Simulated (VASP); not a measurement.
Wanted: the native input for a VASP 6.6.1 run.

| Item | Value |
| --- | --- |
| Task | single point |
| Functional | PBEsol |
| Potentials or basis | VASP PAW PBE potentials, release 64 (W_sv) |
| Cutoff | 520 eV |
| k mesh | 11 × 11 × 11 |
| Occupations | fermi-dirac, width 0.05 eV |
| Spin | no spin polarisation |
| Ladder | free |
| Further INCAR settings | ALGO = Normal; EDIFF = 1e-07; NBANDS = 13 |

The structure of W lies in POSCAR:

```
W
1.0
    0.0000000000      2.0300000000      2.0300000000
    2.0300000000      0.0000000000      2.0300000000
    2.0300000000      2.0300000000      0.0000000000
W
1
Direct
    0.0000000000      0.0000000000      0.0000000000
```

This isn't the form of W at room conditions, which is bcc.

These files were run (other wordings do the same):

INCAR

```
SYSTEM = W
ALGO     = Normal         ! electronic algorithm
EDIFF    = 1E-7           ! SCF threshold, eV
ENCUT    = 520            ! plane-wave cutoff, eV
GGA      = PS             ! functional
ISIF     = 2              ! what is computed and relaxed
ISMEAR   = -1             ! smearing method
LASPH    = .True.         ! aspherical terms in the spheres
LCHARG   = .True.         ! write CHGCAR
LELF     = .True.         ! ELF
LREAL    = .False.        ! projectors in reciprocal space
LVHAR    = .True.       
LWAVE    = .False.        ! write WAVECAR
NBANDS   = 13             ! bands
NELM     = 80             ! most SCF steps
PREC     = Accurate       ! precision mode
SIGMA    = 0.05           ! smearing width, eV
```

KPOINTS

```
k-points
0
Gamma
  11 11 11
  0 0 0
```

Potentials or basis: VASP PAW PBE potentials, release 64 (W_sv).

Command:

```console
$ cat potpaw_PBE.64/W_sv/POTCAR > POTCAR
$ mpirun -np 1 vasp_std > vasp.out
```

It gave:

```
Pressure               : -12.3 GPa
Band gap on the k mesh : none (metal or under the smearing width)
```

Caveat: the PAW data sets were made with another functional, which shifts forces and pressure a little.

Run time: 17 s on 1 thread of Intel(R) Xeon(R) Platinum 8375C CPU @ 2.90GHz (Ice Lake) (shared host), peak memory 0.14 GiB.
